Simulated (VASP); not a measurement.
TePb:

```xyz
2
Lattice="0.0000 3.2310 3.2310 3.2310 0.0000 3.2310 3.2310 3.2310 0.0000" Properties=species:S:1:pos:R:3 pbc="T T T"
Pb    0.0000    0.0000    0.0000
Te    3.2310    3.2310    3.2310
```

* Program: VASP 6.6.1
* Task: relaxation of cell and atoms
* Functional: PBE
* Potentials or basis: VASP PAW PBE potentials, release 64 (Pb_d_GW, Te_GW)
* Cutoff: 630 eV
* k mesh: 7 × 7 × 7
* Occupations: fermi-dirac, width 0.05 eV
* Spin: no spin polarisation

At the start: pressure 2.1 GPa; volume 33.73 Å³/atom.

Problem. Where does the relaxation end?

Solution. Over 3 steps the energy falls by 10.3 meV/atom and the volume is 35.39 Å³/atom (+4.9 %); space group Fm-3m (No. 225, to 0.05 Å).

The path:
| step | energy change (eV) | largest force (eV/Å) | pressure (GPa) | volume (Å³) |
| --- | --- | --- | --- | --- |
| 1 | 0.0000 | 0.0000 | 2.08 | 67.46 |
| 2 | -0.0188 | 0.0000 | -0.55 | 71.82 |
| 3 | -0.0206 | 0.0000 | 0.01 | 70.78 |

Final structure:
```cif
data_structure
_symmetry_space_group_name_H-M 'P 1'
_symmetry_Int_Tables_number 1
_cell_length_a 4.6431
_cell_length_b 4.6431
_cell_length_c 4.6431
_cell_angle_alpha 60.000
_cell_angle_beta 60.000
_cell_angle_gamma 60.000
_cell_volume 70.78
loop_
_atom_site_label
_atom_site_type_symbol
_atom_site_fract_x
_atom_site_fract_y
_atom_site_fract_z
_atom_site_occupancy
Pb1 Pb 0.00000 0.00000 0.00000 1
Te1 Te 0.50000 0.50000 0.50000 1
```
